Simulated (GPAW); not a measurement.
# Ru (P6_3/mmc) in GPAW: settings compared

One crystal, Ru, is run at these levels: SOGGA, PBEsol+D4; tasks: relaxation of cell and atoms.

Program: GPAW 26.7.0. These are calculated values, not measurements. Logs are shortened: lines on timing, memory, paths and dates and some standing lists are left out, and cuts for length are marked. The log counts tension as positive stress, the text compression.

### Step 1. The crystal as given

The structure is hexagonal, space group P6_3/mmc (No. 194). Conventional cell: a = 2.706 Å, b = 2.706 Å, c = 4.282 Å, α = 90.00°, β = 90.00°, γ = 120.00°. Ru (site symmetry -6m2) has 12 Ru at 2.65 to 2.71 Å as nearest neighbours.

### Step 2. Relaxation of cell and atoms, SOGGA

Contents of run.py:

```python
from ase.filters import FrechetCellFilter
from ase.io import write
from ase.optimize import LBFGS
from ase.spacegroup import crystal
from gpaw import GPAW, PW, setup_paths

setup_paths.insert(0, '.')

# Ru 2c
atoms = crystal(['Ru'],
                basis=[[0.6666666667, 0.3333333333, 0.75]],
                spacegroup=194, setting=1,  # P6_3/mmc
                cellpar=[2.7058, 2.7058, 4.2819, 90.0, 90.0, 120.0],
                primitive_cell=True)

calc = GPAW(mode=PW(600),
            xc='GGA_X_SOGGA+GGA_C_PBE_SOL',
            kpts={'size': (8, 8, 5), 'gamma': True},
            occupations={'name': 'fermi-dirac', 'width': 0.05},
            nbands=29,
            convergence={'density': 1e-06, 'energy': 1e-06, 'eigenstates': 1e-10},
            maxiter=150,
            txt='gpaw.txt')
atoms.calc = calc
opt = LBFGS(FrechetCellFilter(atoms), trajectory='relax.traj', logfile='-')
done = opt.run(fmax=0.02, steps=60)
calc.write('gs.gpw')
write('result.traj', atoms)
print('Converged:', done)
print('Cell:', atoms.cell.cellpar().round(4))
print('Volume:', round(atoms.get_volume(), 4))
print(atoms.get_scaled_positions().round(5))
```

Potentials or basis: PAW data sets generated in the run's folder for this functional, pw.

Run with:

```
gpaw-setup -f GGA_X_SOGGA+GGA_C_PBE_SOL Ru
OMP_NUM_THREADS=1 python run.py
```

gpaw.txt:

```text
__  _  _
 | _ |_)|_||  |
 |__||  | ||/\| - 26.7.0

Input parameters:
  mode=PW(ecut=600.0),
  convergence={'density': 1e-06, 'energy': 1e-06, 'eigenstates': 1e-10},
  kpts=MonkhorstPack(size=(8, 8, 5), gamma=True),
  maxiter=150,
  nbands=29,
  occupations=Occupations(name='fermi-dirac', width=0.05),
  xc=XC(name='GGA_X_SOGGA+GGA_C_PBE_SOL')

Diagonalizing LCAO Hamiltonian
Converting LCAO to pw mode

          Ru

        Ru

Atoms  # Å, Bohr magnetons
|   | symbol |         x |        y |        z |    initial magnetic moments |
|---|--------|-----------|----------|----------|-----------------------------|
| 0 |     Ru |  1.352900 | 0.781097 | 3.211425 | ( 0.0000,  0.0000,  0.0000) |
| 1 |     Ru | -0.000000 | 1.562194 | 1.070475 | ( 0.0000,  0.0000,  0.0000) |

Unit cell  # Å
| periodic |         x |        y |        z |  lengths |     angles |
|----------|-----------|----------|----------|----------|------------|
|      yes |  2.705800 | 0.000000 | 0.000000 | 2.705800 |  90.000000 |
|      yes | -1.352900 | 2.343292 | 0.000000 | 2.705800 |  90.000000 |
|      yes |  0.000000 | 0.000000 | 4.281900 | 4.281900 | 120.000000 |

Number of symmetries: 12
Symmetry operations  # r_c * U_cc + t_c -> r_c
|    | kind |            matrix            |
|----|------|------------------------------|
|  0 |  σ   |  1, 1, 0,  0,-1, 0,  0, 0, 1 |
|  1 |  S6  |  1, 1, 0, -1, 0, 0,  0, 0,-1 |
|  2 |  E   |  1, 0, 0,  0, 1, 0,  0, 0, 1 |
|  3 |  C2  |  1, 0, 0, -1,-1, 0,  0, 0,-1 |
|  4 |  C2  |  0, 1, 0,  1, 0, 0,  0, 0,-1 |
|  5 |  C3  |  0, 1, 0, -1,-1, 0,  0, 0, 1 |
|  6 |  S6  |  0,-1, 0,  1, 1, 0,  0, 0,-1 |
|  7 |  σ   |  0,-1, 0, -1, 0, 0,  0, 0, 1 |
|  8 |  σ   | -1, 0, 0,  1, 1, 0,  0, 0, 1 |
|  9 |  i   | -1, 0, 0,  0,-1, 0,  0, 0,-1 |
| 10 |  C3  | -1,-1, 0,  1, 0, 0,  0, 0, 1 |
| 11 |  C2  | -1,-1, 0,  0, 1, 0,  0, 0,-1 |

BZ-sampling:
  Number of BZ points: 320
  Number of IBZ points: 40

  Monkhorst-Pack size: [8, 8, 5]
  Monkhorst-Pack shift: [0.0625, 0.0625, 0.0]

K-points  # in reciprocal-cell coordinates
|     |                                coordinates |     weight |
|-----|--------------------------------------------|------------|
|   0 | (  0.00000000,   0.00000000,   0.00000000) | 0.00312500 |
|   1 | (  0.00000000,   0.00000000,   0.20000000) | 0.00625000 |
|   2 | (  0.00000000,   0.00000000,   0.40000000) | 0.00625000 |
|   3 | (  0.12500000,   0.00000000,  -0.40000000) | 0.01875000 |
|   4 | (  0.12500000,   0.00000000,  -0.20000000) | 0.01875000 |
|   5 | (  0.12500000,   0.00000000,   0.00000000) | 0.01875000 |
|   6 | (  0.12500000,   0.00000000,   0.20000000) | 0.01875000 |
|   7 | (  0.12500000,   0.00000000,   0.40000000) | 0.01875000 |
|   8 | (  0.25000000,  -0.12500000,   0.00000000) | 0.01875000 |
|   9 | (  0.25000000,  -0.12500000,   0.20000000) | 0.03750000 |
| ... |                                            |            |
|  39 | (  0.50000000,   0.50000000,   0.40000000) | 0.01875000 |

Plane wave coefficients: 929
Cutoff: 600.0 eV
[... 114 lines left out ...]
Fermi level: 13.272
Eigenvalues  # (at kpt = [0.000, 0.000, 0.000])
| band index |      eig [eV] | occ [0-2] |
|------------|---------------|-----------|
|          0 |       -59.755 |     2.000 |
|        ... |               |           |
|          9 |         7.114 |     2.000 |
|         10 |        10.705 |     2.000 |
|         11 |        10.705 |     2.000 |
|         12 |        10.875 |     2.000 |
|         13 |        11.386 |     2.000 |
|         14 |        11.386 |     2.000 |
[... 8 lines left out ...]
|         23 |        31.807 |     0.000 |
|         24 |        36.570 |     0.000 |
|        ... |               |           |
|         28 |        38.298 |     0.000 |

No gap
No difference between direct/indirect transitions

Stress tensor  # eV/Ang^3
|         x |         y |        z |
|-----------|-----------|----------|
|  0.046192 | -0.000000 | 0.000000 |
| -0.000000 |  0.046192 | 0.000000 |
|  0.000000 |  0.000000 | 0.053331 |

Forces  # eV/Ang
|        x |        y |        z |
|----------|----------|----------|
|  0.00000 | -0.00000 | -0.00002 |  # Ru   0
| -0.00000 |  0.00000 |  0.00002 |  # Ru   1

Interpolating wave functions to new cell

          Ru

        Ru

Atoms  # Å, Bohr magnetons
|   | symbol |         x |        y |        z |    initial magnetic moments |
|---|--------|-----------|----------|----------|-----------------------------|
| 0 |     Ru |  1.346854 | 0.777607 | 3.194861 | ( 0.0000,  0.0000,  0.0000) |
| 1 |     Ru | -0.000000 | 1.555213 | 1.064954 | ( 0.0000,  0.0000,  0.0000) |

Unit cell  # Å
| periodic |         x |         y |         z |  lengths |     angles |
|----------|-----------|-----------|-----------|----------|------------|
|      yes |  2.693708 |  0.000000 | -0.000000 | 2.693708 |  90.000000 |
|      yes | -1.346854 |  2.332820 | -0.000000 | 2.693708 |  90.000000 |
|      yes |  0.000000 | -0.000000 |  4.259815 | 4.259815 | 120.000000 |

Number of symmetries: 12
Symmetry operations  # r_c * U_cc + t_c -> r_c
|    | kind |            matrix            |
|----|------|------------------------------|
|  0 |  σ   |  1, 1, 0,  0,-1, 0,  0, 0, 1 |
|  1 |  S6  |  1, 1, 0, -1, 0, 0,  0, 0,-1 |
|  2 |  E   |  1, 0, 0,  0, 1, 0,  0, 0, 1 |
|  3 |  C2  |  1, 0, 0, -1,-1, 0,  0, 0,-1 |
|  4 |  C2  |  0, 1, 0,  1, 0, 0,  0, 0,-1 |
|  5 |  C3  |  0, 1, 0, -1,-1, 0,  0, 0, 1 |
|  6 |  S6  |  0,-1, 0,  1, 1, 0,  0, 0,-1 |
|  7 |  σ   |  0,-1, 0, -1, 0, 0,  0, 0, 1 |
|  8 |  σ   | -1, 0, 0,  1, 1, 0,  0, 0, 1 |
|  9 |  i   | -1, 0, 0,  0,-1, 0,  0, 0,-1 |
| 10 |  C3  | -1,-1, 0,  1, 0, 0,  0, 0, 1 |
| 11 |  C2  | -1,-1, 0,  0, 1, 0,  0, 0,-1 |

BZ-sampling:
  Number of BZ points: 320
  Number of IBZ points: 40

  Monkhorst-Pack size: [8, 8, 5]
  Monkhorst-Pack shift: [0.0625, 0.0625, 0.0]

K-points  # in reciprocal-cell coordinates
|     |                                coordinates |     weight |
|-----|--------------------------------------------|------------|
|   0 | (  0.00000000,   0.00000000,   0.00000000) | 0.00312500 |
|   1 | (  0.00000000,   0.00000000,   0.20000000) | 0.00625000 |
|   2 | (  0.00000000,   0.00000000,   0.40000000) | 0.00625000 |
|   3 | (  0.12500000,   0.00000000,  -0.40000000) | 0.01875000 |
|   4 | (  0.12500000,   0.00000000,  -0.20000000) | 0.01875000 |
|   5 | (  0.12500000,   0.00000000,   0.00000000) | 0.01875000 |
|   6 | (  0.12500000,   0.00000000,   0.20000000) | 0.01875000 |
|   7 | (  0.12500000,   0.00000000,   0.40000000) | 0.01875000 |
|   8 | (  0.25000000,  -0.12500000,   0.00000000) | 0.01875000 |
|   9 | (  0.25000000,  -0.12500000,   0.20000000) | 0.03750000 |
| ... |                                            |            |
|  39 | (  0.50000000,   0.50000000,   0.40000000) | 0.01875000 |

Plane wave coefficients: 929
Cutoff: 600.0 eV
[... 112 lines left out ...]
Fermi level: 13.544
Eigenvalues  # (at kpt = [0.000, 0.000, 0.000])
| band index |      eig [eV] | occ [0-2] |
|------------|---------------|-----------|
|          0 |       -59.516 |     2.000 |
|        ... |               |           |
|          9 |         7.270 |     2.000 |
|         10 |        10.915 |     2.000 |
|         11 |        10.915 |     2.000 |
|         12 |        11.098 |     2.000 |
|         13 |        11.614 |     2.000 |
|         14 |        11.614 |     2.000 |
[... 8 lines left out ...]
|         23 |        32.136 |     0.000 |
|         24 |        37.055 |     0.000 |
|        ... |               |           |
|         28 |        38.689 |     0.000 |

No gap
No difference between direct/indirect transitions

Stress tensor  # eV/Ang^3
|        x |         y |         z |
|----------|-----------|-----------|
| 0.019180 | -0.000000 |  0.000000 |
| 0.000000 |  0.019180 | -0.000000 |
| 0.000000 | -0.000000 |  0.022681 |

Forces  # eV/Ang
|        x |        y |        z |
|----------|----------|----------|
|  0.00000 | -0.00000 |  0.00000 |  # Ru   0
| -0.00000 |  0.00000 | -0.00000 |  # Ru   1

Interpolating wave functions to new cell

          Ru

        Ru

Atoms  # Å, Bohr magnetons
|   | symbol |         x |        y |        z |    initial magnetic moments |
|---|--------|-----------|----------|----------|-----------------------------|
| 0 |     Ru |  1.342650 | 0.775180 | 3.183073 | ( 0.0000,  0.0000,  0.0000) |
| 1 |     Ru | -0.000000 | 1.550359 | 1.061025 | ( 0.0000,  0.0000,  0.0000) |

Unit cell  # Å
| periodic |         x |        y |        z |  lengths |     angles |
|----------|-----------|----------|----------|----------|------------|
|      yes |  2.685301 | 0.000000 | 0.000000 | 2.685301 |  90.000000 |
|      yes | -1.342650 | 2.325539 | 0.000000 | 2.685301 |  90.000000 |
|      yes | -0.000000 | 0.000000 | 4.244097 | 4.244097 | 120.000000 |

Number of symmetries: 12
Symmetry operations  # r_c * U_cc + t_c -> r_c
|    | kind |            matrix            |
|----|------|------------------------------|
|  0 |  σ   |  1, 1, 0,  0,-1, 0,  0, 0, 1 |
|  1 |  S6  |  1, 1, 0, -1, 0, 0,  0, 0,-1 |
|  2 |  E   |  1, 0, 0,  0, 1, 0,  0, 0, 1 |
|  3 |  C2  |  1, 0, 0, -1,-1, 0,  0, 0,-1 |
|  4 |  C2  |  0, 1, 0,  1, 0, 0,  0, 0,-1 |
|  5 |  C3  |  0, 1, 0, -1,-1, 0,  0, 0, 1 |
|  6 |  S6  |  0,-1, 0,  1, 1, 0,  0, 0,-1 |
|  7 |  σ   |  0,-1, 0, -1, 0, 0,  0, 0, 1 |
|  8 |  σ   | -1, 0, 0,  1, 1, 0,  0, 0, 1 |
|  9 |  i   | -1, 0, 0,  0,-1, 0,  0, 0,-1 |
| 10 |  C3  | -1,-1, 0,  1, 0, 0,  0, 0, 1 |
| 11 |  C2  | -1,-1, 0,  0, 1, 0,  0, 0,-1 |

BZ-sampling:
  Number of BZ points: 320
  Number of IBZ points: 40

  Monkhorst-Pack size: [8, 8, 5]
  Monkhorst-Pack shift: [0.0625, 0.0625, 0.0]

K-points  # in reciprocal-cell coordinates
|     |                                coordinates |     weight |
|-----|--------------------------------------------|------------|
|   0 | (  0.00000000,   0.00000000,   0.00000000) | 0.00312500 |
|   1 | (  0.00000000,   0.00000000,   0.20000000) | 0.00625000 |
|   2 | (  0.00000000,   0.00000000,   0.40000000) | 0.00625000 |
|   3 | (  0.12500000,   0.00000000,  -0.40000000) | 0.01875000 |
|   4 | (  0.12500000,   0.00000000,  -0.20000000) | 0.01875000 |
|   5 | (  0.12500000,   0.00000000,   0.00000000) | 0.01875000 |
|   6 | (  0.12500000,   0.00000000,   0.20000000) | 0.01875000 |
|   7 | (  0.12500000,   0.00000000,   0.40000000) | 0.01875000 |
|   8 | (  0.25000000,  -0.12500000,   0.00000000) | 0.01875000 |
|   9 | (  0.25000000,  -0.12500000,   0.20000000) | 0.03750000 |
| ... |                                            |            |
|  39 | (  0.50000000,   0.50000000,   0.40000000) | 0.01875000 |

Plane wave coefficients: 911
Cutoff: 600.0 eV
[... 112 lines left out ...]
Fermi level: 13.738
Eigenvalues  # (at kpt = [0.000, 0.000, 0.000])
| band index |      eig [eV] | occ [0-2] |
|------------|---------------|-----------|
|          0 |       -59.346 |     2.000 |
|        ... |               |           |
|          9 |         7.381 |     2.000 |
|         10 |        11.065 |     2.000 |
|         11 |        11.065 |     2.000 |
|         12 |        11.257 |     2.000 |
|         13 |        11.776 |     2.000 |
|         14 |        11.776 |     2.000 |
[... 8 lines left out ...]
|         23 |        32.369 |     0.000 |
|         24 |        37.399 |     0.000 |
|        ... |               |           |
|         28 |        38.966 |     0.000 |

No gap
No difference between direct/indirect transitions

Stress tensor  # eV/Ang^3
|         x |         y |         z |
|-----------|-----------|-----------|
| -0.000910 |  0.000000 |  0.000000 |
|  0.000000 | -0.000910 |  0.000000 |
|  0.000000 |  0.000000 | -0.000393 |

Forces  # eV/Ang
|        x |       y |        z |
|----------|---------|----------|
|  0.00000 | 0.00000 |  0.00001 |  # Ru   0
| -0.00000 | 0.00000 | -0.00001 |  # Ru   1

# Writing to gs.gpw (mode='')
```

It took 56 s on 1 thread of Arm Neoverse V1, shared host; peak memory 0.19 GiB.

Results:

| Property | Result |
| --- | --- |
| Free energy | -20.9781 eV |
| Relaxed volume | 13.25 Å³/atom |
| Relaxed cell | a = 2.685 Å, b = 2.685 Å, c = 4.244 Å, α = 90.00°, β = 90.00°, γ = 120.00° |
| Space group after relaxing (to 0.05 Å) | P6_3/mmc (No. 194) |
| Energy gained by relaxing | 7.3 meV/atom |
| Ionic steps | 3 |
| Pressure after relaxing | 0.1 GPa |
| Band gap on the k mesh | none (metal or under the smearing width) |

Stress tensor (GPa, compression positive):
```
0.15 0.00 0.00
0.00 0.15 0.00
0.00 0.00 0.06
```

Step by step:
```csv
step,energy change (eV),largest force (eV/Å),pressure (GPa),volume (Å³)
1,0.0000,0.0000,-7.78,27.15
2,-0.0125,0.0000,-3.26,26.77
3,-0.0147,0.0000,0.12,26.50
```

Final structure:
```
Ru
1.0
     2.68530    0.00000    0.00000
    -1.34265    2.32554    0.00000
     0.00000    0.00000    4.24410
Ru
2
Direct
  0.66667 0.33333 0.75000
  0.33333 0.66667 0.25000
```

Caveat: later steps reuse the first step's grids.

### Step 3. Relaxation of cell and atoms, PBEsol+D4

Contents of run.py:

```python
from ase.calculators.mixing import SumCalculator
from ase.filters import FrechetCellFilter
from ase.io import read, write
from ase.optimize import BFGS
from dftd4.ase import DFTD4
from gpaw import GPAW, PW, setup_paths

setup_paths.insert(0, '.')

atoms = read('POSCAR')

calc = GPAW(mode=PW(600),
            xc='PBEsol',
            kpts={'size': (11, 11, 6), 'gamma': True},
            occupations={'name': 'fermi-dirac', 'width': 0.05},
            nbands=29,
            convergence={'density': 1e-05, 'forces': 0.0001},
            maxiter=150,
            txt='gpaw.txt')
atoms.calc = SumCalculator([calc, DFTD4(method='pbesol')])
opt = BFGS(FrechetCellFilter(atoms), trajectory='relax.traj', logfile='-')
done = opt.run(fmax=0.01, steps=100)
calc.write('gs.gpw')
write('result.traj', atoms)
print('Converged:', done)
print('Cell:', atoms.cell.cellpar().round(4))
print('Volume:', round(atoms.get_volume(), 4))
print(atoms.get_scaled_positions().round(5))
```

Contents of POSCAR:

```
Ru
1.0
    2.7058000000      0.0000000000      0.0000000000
   -1.3529000000      2.3432915376      0.0000000000
    0.0000000000      0.0000000000      4.2819000000
Ru
2
Direct
    0.6666666667      0.3333333333      0.7500000000
    0.3333333333      0.6666666667      0.2500000000
```

Potentials or basis: PAW data sets generated in the run's folder for this functional, pw.

Run with:

```
gpaw-setup -f PBEsol Ru
OMP_NUM_THREADS=1 python run.py
```

gpaw.txt:

```text
__  _  _
 | _ |_)|_||  |
 |__||  | ||/\| - 26.7.0

Input parameters:
  mode=PW(ecut=600.0),
  convergence={'density': 1e-05, 'forces': 0.0001},
  kpts=MonkhorstPack(size=(11, 11, 6), gamma=True),
  maxiter=150,
  nbands=29,
  occupations=Occupations(name='fermi-dirac', width=0.05),
  xc=XC(name='PBEsol')

Diagonalizing LCAO Hamiltonian
Converting LCAO to pw mode

          Ru

        Ru

Atoms  # Å, Bohr magnetons
|   | symbol |         x |        y |        z |    initial magnetic moments |
|---|--------|-----------|----------|----------|-----------------------------|
| 0 |     Ru |  1.352900 | 0.781097 | 3.211425 | ( 0.0000,  0.0000,  0.0000) |
| 1 |     Ru | -0.000000 | 1.562194 | 1.070475 | ( 0.0000,  0.0000,  0.0000) |

Unit cell  # Å
| periodic |         x |        y |        z |  lengths |     angles |
|----------|-----------|----------|----------|----------|------------|
|      yes |  2.705800 | 0.000000 | 0.000000 | 2.705800 |  90.000000 |
[... 794 lines left out ...]

Energy contributions:
  Kinetic:          -3.815775
  Coulomb:          -2.752405
  Zero:             -0.422497
  External:          0.000000
  Xc:              -13.790285
  Entropy:          -0.016131
  Spinorbit:         0.000000
  ----------------------------
  Free energy:     -20.797093
  Extrapolated:    -20.789028
[... 189 lines left out ...]
SCF iterations
|iter     | |      energy | eigst |  dens |force |
|---------|-|-------------|-------|-------|------|
|iter:   1| |  -20.789076 | -5.03 |       |      |
|iter:   2| |  -20.789076 | -8.12c| -3.99 |      |
|iter:   3| |  -20.789076c| -7.41c| -4.03 |      |
|iter:   4| |  -20.789076c| -8.09c| -4.65 |      |
|iter:   5| |  -20.789076c| -8.71c| -5.09c|      |
|iter:   6| |  -20.789076c| -9.49c| -5.75c|-5.17c|

Converged in 6 steps
Energy contributions relative to reference atoms: (reference = -246364.077492)

Energy contributions:
  Kinetic:          -3.834838
  Coulomb:          -2.736853
  Zero:             -0.422335
  External:          0.000000
  Xc:              -13.786984
  Entropy:          -0.016133
  Spinorbit:         0.000000
  ----------------------------
  Free energy:     -20.797142
  Extrapolated:    -20.789076
[... 31 lines left out ...]
Stress tensor  # eV/Ang^3
|         x |         y |         z |
|-----------|-----------|-----------|
| -0.021232 |  0.000000 | -0.000000 |
|  0.000000 | -0.021232 | -0.000000 |
| -0.000000 | -0.000000 | -0.022042 |

Forces  # eV/Ang
|       x |        y |        z |
|---------|----------|----------|
| 0.00000 | -0.00000 |  0.00000 |  # Ru   0
| 0.00000 |  0.00000 | -0.00000 |  # Ru   1

# Writing to gs.gpw (mode='')
```

stdout:

```text
Step          Energy          fmax
BFGS:    0      -21.390057        0.893564
BFGS:    1      -21.412157        0.360991
BFGS:    2      -21.416158        0.034801
BFGS:    3      -21.416183        0.012857
BFGS:    4      -21.416188        0.006451
Converged: True
Cell: [  2.6777   2.6777   4.2383  90.      90.     120.    ]
Volume: 26.3178
[[0.66667 0.33333 0.75   ]
 [0.33333 0.66667 0.25   ]]
```

Wall time 2.5 min (1 thread of Arm Neoverse V1, shared host); peak memory 0.3 GiB.

Results:

* Free energy: -21.4243 eV
* Relaxed volume: 13.16 Å³/atom
* Relaxed cell: a = 2.678 Å, b = 2.678 Å, c = 4.238 Å, α = 90.00°, β = 90.00°, γ = 120.00°
* Space group after relaxing (to 0.05 Å): P6_3/mmc (No. 194)
* Energy gained by relaxing: 13.1 meV/atom
* Ionic steps: 5
* Pressure after relaxing: 0.0 GPa
* Band gap on the k mesh: none (metal or under the smearing width)
* Dispersion energy per atom: -0.314 eV

The path:
| step | energy change (eV) | largest force (eV/Å) | pressure (GPa) | volume (Å³) |
| --- | --- | --- | --- | --- |
| 1 | 0.0000 | 0.0000 | -10.24 | 27.15 |
| 2 | -0.0221 | 0.0000 | -4.32 | 26.65 |
| 3 | -0.0261 | 0.0000 | 0.20 | 26.30 |
| 4 | -0.0261 | 0.0000 | 0.00 | 26.32 |
| 5 | -0.0261 | 0.0000 | -0.03 | 26.32 |

Final structure:
```xyz
2
Lattice="2.6777 0.0000 0.0000 -1.3389 2.3190 0.0000 0.0000 0.0000 4.2383" Properties=species:S:1:pos:R:3 pbc="T T T"
Ru    1.3389    0.7730    3.1787
Ru    0.0000    1.5460    1.0596
```

Caveat: later steps reuse the first step's grids; pairwise dispersion overbinds metals, which lowers pressure and volume.
